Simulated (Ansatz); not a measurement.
BeTe in the zincblende structure, relaxed with r2SCAN in Ansatz 0.2.0. Space group F-43m (No. 216), cubic; a = 5.657 Å in the conventional setting, 22.63 Å³ an atom. Be has 4 Te at 2.45 Å; Te has 4 Be at 2.45 Å.

The axes x, y and z are those of this cell:
```
CELL_PARAMETERS angstrom
0.00000 2.82862 2.82862
2.82862 0.00000 2.82862
2.82862 2.82862 0.00000
ATOMIC_POSITIONS crystal
Be 0.00000 0.00000 0.00000
Te 0.25000 0.25000 0.25000
```

Unstrained: The PBE gap is indirect, 2.020 eV (Γ to X), below the direct gap of 3.639 eV at Γ. With r2SCAN the valence top lies at Γ and the conduction bottom at X, 2.375 eV higher; the smallest vertical gap, at Γ, is 4.040 eV. HSE06 gives an indirect gap of 2.695 eV, from Γ to X; the least direct gap is 4.482 eV at Γ. Meshes: PBE 8×8×8, r2SCAN 8×8×8, HSE06 6×6×6. Strains are changes of length per length. After each strain the atoms were relaxed again with r2SCAN within the symmetry that the strain leaves, so tilts or polar shifts that break it weren't tested; points keep the names that they have in the unstrained zone. Calculated for a static, non-magnetic cell.

(1) Apply epitaxial -0.5 % in the plane normal to [111], free normal strain +0.21 %. How far does the gap move, against the unstrained cell?

(2) Estimate what isotropic +0.5 % on every length does to the gap.

(3) One strain changed the r2SCAN stress by xx +5.20, yy +5.20, zz +0.01 GPa (compression positive) and the gap by -0.433 eV (PBE), -0.446 eV (r2SCAN), -0.454 eV (HSE06). Which kind of strain was it, and roughly how large?

(4) One strain changed the r2SCAN stress by xx +1.90, yy +1.90, zz +1.90 GPa (compression positive) and the gap by -0.073 eV (PBE), -0.074 eV (r2SCAN), -0.077 eV (HSE06). Which kind of strain was it, and roughly how large?

(5) Apply epitaxial -5.0 % in the xy plane, free normal strain +3.61 %. How far does the gap move, against the unstrained cell?

Results:

(1) PBE: the gap goes from 2.020 to 1.982 eV (-0.038 eV); with r2SCAN the top three valence levels at Γ, degenerate before, become 2+1 from the top over 58 meV. r2SCAN: the gap goes from 2.375 to 2.335 eV (-0.040 eV). HSE06: the gap goes from 2.695 to 2.654 eV (-0.041 eV). The r2SCAN energy rises by 0.5 meV an atom.

(2) PBE: the gap goes from 2.020 to 2.055 eV (+0.035 eV). r2SCAN: the gap goes from 2.375 to 2.411 eV (+0.036 eV). HSE06: the gap goes from 2.695 to 2.731 eV (+0.036 eV). The r2SCAN energy rises by 0.9 meV an atom.

(3) Epitaxial -4.0 % in the xy plane, free normal strain +2.91 %. The pattern of the stress gives the kind; the size needs the stiffness, so it is an estimate.

(4) Isotropic -1.0 % on every length. The pattern of the stress gives the kind; the size needs the stiffness, so it is an estimate.

(5) PBE: the gap goes from 2.020 to 1.468 eV (-0.552 eV); the X points, equivalent before, split by 658 meV, and the conduction bottom lies at those like (0, 1/2, 1/2); with r2SCAN the top three valence levels at Γ, degenerate before, become 2+1 from the top over 599 meV. r2SCAN: the gap goes from 2.375 to 1.806 eV (-0.569 eV); the X points, equivalent before, split by 701 meV, and the conduction bottom lies at those like (0, 1/2, 1/2). HSE06: the gap goes from 2.695 to 2.116 eV (-0.579 eV); the X points, equivalent before, split by 684 meV, and the conduction bottom lies at those like (0, 1/2, 1/2). The r2SCAN energy rises by 44.3 meV an atom.

Spin-orbit coupling is left out, which matters wherever the heavy atoms make up the band edges.

The meshes of the hybrids are coarse, so their gaps aren't converged to the digits shown.

The splittings at Γ are without spin-orbit coupling, which regroups them where it is of like size or larger.
